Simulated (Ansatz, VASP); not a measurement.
One calculation of SiC, two programs

```
Si C
1.0
     2.86321    0.00000    0.00000
    -1.43161    2.47961    0.00000
     0.00000    0.00000    2.57128
Si C
1 1
Direct
  0.33333 0.66667 0.00000
  0.66667 0.33333 0.50000
```

Alike in both runs: functional PBE; k mesh 24 × 24 × 22; occupations gaussian, width 0.1 eV; no spin polarisation.

Ansatz relaxed the structure, and its values are those at the end. VASP's run is a single point on that final structure, the one shown.

```csv
,VASP,Ansatz
version,VASP 6.6.1,Ansatz 0.2.0
potentials or method,"VASP PAW PBE potentials, release 64 (Si, C)","scalar-relativistic, plane waves, PAW"
plane-wave cutoff (eV),520,420
valence electrons in the cell,8,8
```

Ansatz gave:

- gap on the k mesh at the Fermi level (eV): none
- pressure (GPa): 0.0

Task: Estimate VASP's values.

Result: gap on the k mesh at the Fermi level (eV): none; pressure (GPa): 0.1.

A gap of «none» marks a metal or a gap that the smearing closes.
